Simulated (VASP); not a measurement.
Wanted: the native input for a VASP 6.6.1 run.

| Quantity | Value |
| --- | --- |
| Task | band structure |
| Functional | PBE |
| Dispersion | TS |
| Potentials or basis | VASP PAW PBE potentials, release 54 (Sn_d, Nb_sv) |
| Cutoff | 520 eV |
| k mesh | 5 × 5 × 5 |
| Occupations | methfessel-paxton, width 0.2 eV |
| Spin | no spin polarisation |
| Further INCAR settings | ALGO = Normal; EDIFF = 1e-06 |

The system is Nb3Sn.

```
Sn Nb
1.0
     5.28210    0.00000    0.00000
     0.00000    5.28210    0.00000
     0.00000    0.00000    5.28210
Sn Nb
2 6
Direct
  0.50000 0.50000 0.50000
  0.00000 0.00000 0.00000
  0.00000 0.50000 0.25000
  0.00000 0.50000 0.75000
  0.50000 0.25000 0.00000
  0.75000 0.00000 0.50000
  0.50000 0.75000 0.00000
  0.25000 0.00000 0.50000
```

One way to write it, as run:

POSCAR

```
Nb3Sn
1.0
    5.2821000000      0.0000000000      0.0000000000
    0.0000000000      5.2821000000      0.0000000000
    0.0000000000      0.0000000000      5.2821000000
Sn Nb
2 6
Direct
    0.5000000000      0.5000000000      0.5000000000
    0.0000000000      0.0000000000      0.0000000000
    0.0000000000      0.5000000000      0.2500000000
    0.0000000000      0.5000000000      0.7500000000
    0.5000000000      0.2500000000      0.0000000000
    0.7500000000      0.0000000000      0.5000000000
    0.5000000000      0.7500000000      0.0000000000
    0.2500000000      0.0000000000      0.5000000000
```

INCAR.step1

```
  PREC = Accurate
  ENCUT = 520
  EDIFF = 1E-6
  ISMEAR = 1
  SIGMA = 0.2
  LREAL = F
  LASPH = T
  NELM = 60
  ALGO = Normal
  ISIF = 2
  LWAVE = F
  LCHARG = T
  LMAXMIX = 4
  GGA = PE
  IVDW = 2
```

KPOINTS.step1

```
regular mesh
0
Gamma
  5 5 5
```

INCAR.step2

```
  PREC = Accurate
  ENCUT = 520
  EDIFF = 1E-6
  ISMEAR = 0
  SIGMA = 0.05
  LREAL = F
  LASPH = T
  NELM = 60
  ALGO = Normal
  ISIF = 2
  LWAVE = F
  LCHARG = F
  LMAXMIX = 4
  GGA = PE
  IVDW = 2
  ICHARG = 11
```

KPOINTS.step2

```
path GXMGRX,MR
15
line-mode
reciprocal
 0.0000000000  0.0000000000  0.0000000000  G
 0.0000000000  0.5000000000  0.0000000000  X

 0.0000000000  0.5000000000  0.0000000000  X
 0.5000000000  0.5000000000  0.0000000000  M

 0.5000000000  0.5000000000  0.0000000000  M
 0.0000000000  0.0000000000  0.0000000000  G

 0.0000000000  0.0000000000  0.0000000000  G
 0.5000000000  0.5000000000  0.5000000000  R

 0.5000000000  0.5000000000  0.5000000000  R
 0.0000000000  0.5000000000  0.0000000000  X

 0.5000000000  0.5000000000  0.0000000000  M
 0.5000000000  0.5000000000  0.5000000000  R
```

Potentials or basis: VASP PAW PBE potentials, release 54 (Sn_d, Nb_sv).

Run with:

```bash
$ cat potpaw_PBE.54/Sn_d/POTCAR potpaw_PBE.54/Nb_sv/POTCAR > POTCAR
$ cp INCAR.step1 INCAR
$ cp KPOINTS.step1 KPOINTS
$ mpirun -np 1 vasp_std > vasp.out
$ cp INCAR.step2 INCAR
$ cp KPOINTS.step2 KPOINTS
$ mpirun -np 1 vasp_std > vasp.out
```

It gave:

- Band gap along the path: none (metal or under the smearing width)
- Dispersion energy per atom: -1.084 eV

Caveat: the log is that of the step along the path at fixed density, whose energy, stress, charges and moments have no meaning; atom-pairwise D2, TS and ULG terms overbind metals; spin-orbit coupling is left out, which moves the levels of the heavy elements.

It took 6 min on 1 thread of Intel(R) Xeon(R) 6975P-C (Granite Rapids), on a shared host, peak memory 0.66 GiB.
